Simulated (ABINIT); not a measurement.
A run of ABINIT 10.8.3 (patched build) is set up as follows.

run.abi

```
# Datasets: ground state, then fixed potential
ndtset 2

# Pseudopotentials
pp_dirpath "./"
pseudos "Pt.hgh, Se.hgh"

# Structure
acell 3*1.0 Angstrom
rprim
     3.7240000000     0.0000000000     0.0000000000
    -1.8620000000     3.2250786037     0.0000000000
     0.0000000000     0.0000000000     5.0620000000
ntypat 2
znucl 78 34
natom 3
typat 1 2 2
xred
     0.0000000000     0.0000000000     0.0000000000
     0.6666666667     0.3333333333     0.7500000000
     0.3333333333     0.6666666667     0.2500000000

# Plane-wave basis
ecut 20.0

# Exchange and correlation
ixc 7

# Bands and occupations
occopt 3
tsmear 0.00183747

# SCF cycle
nstep 100

# Output
iomode 3
prtwf 0
prteig 0
prtebands 0
prtden1 1
prtvha1 1
prtvclmb1 1
prtpot1 1
prtelf1 1

# Dataset 1
kptopt1 1
ngkpt1 8 8 5
nshiftk1 1
shiftk1 0.0 0.0 0.0
nband1 15
tolvrs1 1.0e-10

# Dataset 2: bands along G-M-K-G-A-L-H-A
iscf2 -2
getden2 1
nband2 19
nbdbuf2 2
tolwfr2 1.0e-12
kptopt2 -7
ndivsm2 6
prteig2 1
prtvol2 -3
kptbounds2
     0.0000000000     0.0000000000     0.0000000000
     0.5000000000     0.0000000000     0.0000000000
     0.3333333333     0.3333333333     0.0000000000
     0.0000000000     0.0000000000     0.0000000000
     0.0000000000     0.0000000000     0.5000000000
     0.5000000000     0.0000000000     0.5000000000
     0.3333333333     0.3333333333     0.5000000000
     0.0000000000     0.0000000000     0.5000000000
```

Potentials or basis: HGH LDA.

Launch:

```sh
$ abinit run.abi > log 2>&1
```

Question: What does it give for the largest force?

Answer: 0.414 eV/Å.

Question: What does it give for the band gap on the k mesh?

Answer: None (metal or under the smearing width).

Forces in eV/Å, atoms in the order of the input:
```
Pt   0.000  0.000  0.000
Se   0.000  0.000 -0.414
Se   0.000  0.000  0.414
```

Caveat: spin-orbit coupling is left out, which moves the levels of the heavy elements; HGH potentials are hard and often keep d shells in the core, so these values are rough.
